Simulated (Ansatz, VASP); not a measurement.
**Two plane-wave programs on Fe2O3 (Hematite)**

```
Fe O
1.0
     2.40250    1.38708    4.46320
    -2.40250    1.38708    4.46320
     0.00000   -2.77417    4.46320
Fe O
4 6
Direct
  0.34540 0.34540 0.34540
  0.15460 0.15460 0.15460
  0.65460 0.65460 0.65460
  0.84540 0.84540 0.84540
  0.56246 0.93754 0.25000
  0.25000 0.56246 0.93754
  0.93754 0.25000 0.56246
  0.43754 0.06246 0.75000
  0.75000 0.43754 0.06246
  0.06246 0.75000 0.43754
```

Alike in both runs: functional PBE; k mesh 6 × 6 × 6; occupations gaussian, width 0.05 eV; collinear spin.

Ansatz relaxed the structure, and its values are those at the end. VASP's run is a single point on that final structure, the one shown.

|  | VASP | Ansatz |
| --- | --- | --- |
| version | VASP 6.6.1 | Ansatz 0.2.0 |
| potentials or method | VASP PAW PBE potentials, release 64 (Fe, O) | scalar-relativistic, plane waves, PAW |
| plane-wave cutoff (eV) | 520 | 420 |
| valence electrons in the cell | 68 | 100 |

Ansatz gave:

```
gap on the k mesh at the Fermi level (eV)                     : none
pressure (GPa)                                                : -4.8
rms of the force components (eV/Å)                            : 0.001
net moment per atom (μB)                                      : 0.40
size of the moment on the site where the two differ most (μB) : 0.87
```

What did VASP give for the same quantities?

gap on the k mesh at the Fermi level (eV): none; pressure (GPa): -3.4; rms of the force components (eV/Å): 0.019; net moment per atom (μB): 0.40; size of the moment on the site where the two differ most (μB): 0.95.

Site moments also hang on the region over which each program counts them. A gap of «none» marks a metal or a gap that the smearing closes. The two sets of potentials don't hold the same shells in valence.

Caveats: semilocal functionals often make such compounds metallic where correlation or magnetic order opens a gap, which also shifts bond lengths. With open d or f shells a metallic result of PBE can be an artefact of self-interaction; +U or a hybrid may open a gap.
